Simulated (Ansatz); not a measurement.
# PbSe: the cost of one run

Method: DFT PBE, scalar-relativistic, plane waves, PAW, in Ansatz 0.2.0.

2 further runs of the same task are left out: 2 that didn't finish.

### 1 The starting structure

Symmetry: P4/nmm, No. 129, tetragonal system. Conventional cell: a = 5.349 Å, b = 5.349 Å, c = 4.221 Å, α = 90.00°, β = 90.00°, γ = 90.00°. Around Pb (site symmetry 4mm) lie 4 Se at 2.99 Å. Se (site symmetry -4m2) is surrounded by 4 Pb at 2.99 Å.

Coordinates:

```xyz
4
Lattice="5.3495 0.0000 0.0000 0.0000 5.3495 0.0000 0.0000 0.0000 4.2213" Properties=species:S:1:pos:R:3 pbc="T T T"
Pb    2.6747    0.0000    1.3434
Pb    0.0000    2.6747    2.8779
Se    0.0000    0.0000    0.0000
Se    2.6747    2.6747    0.0000
```

This cell comes from an earlier session at PBE: 30.200 Å³/atom at 0.02 GPa, on a 6×6×8 mesh.

The changes: atom 4 (Se) moved 0.08 Å along z; atom 1 (Pb) moved 0.08 Å along z; strain e5 = +0.01, atoms carried along; strain e5 = -0.02, atoms carried along; all atoms moved at random (σ = 0.06 Å), cell strained at random (1 %); all atoms moved at random (σ = 0.06 Å), cell strained at random (1 %).

### 2 Atom 4 (Se) moved 0.08 Å along z

Input file input.yaml:

```yaml
crystal:
  lattice:
    - [5.3494553078, 0.0, 0.0]
    - [0.0, 5.3494553078, 0.0]
    - [0.0, 0.0, 4.2212686564]
  atoms:
    - { symbol: Pb, position: [0.5, 0.0, 0.3182456201] }
    - { symbol: Pb, position: [0.0, 0.5, 0.6817543799] }
    - { symbol: Se, position: [0.0, 0.0, 0.0] }
    - { symbol: Se, position: [0.5, 0.5, 0.0189516485] }
basis:
  ecutwfc: 420
  ecutrho_ratio: 4
kpoints:
  mp_grid: { grid: [6, 6, 8] }
hamiltonian:
  xc: pbe
scf:
  occupations: { method: gaussian, width: 0.05 }
output:
  forces: true
  stress: true
  eigenvalues: true
  write_density: true
  write_potential: true
  elf: true
  volumetric_format: npy
```

The run is started by

```
$ ansatz run input.yaml --threads 2 --pin off --max-ram 2662MiB --backend cpu --events-out ev --progress --plain --runs-dir out
```

Q: Estimate wall time and peak memory on 2 threads of Arm Neoverse V2, shared host.

About 22 s, with a peak of 0.5 GiB.
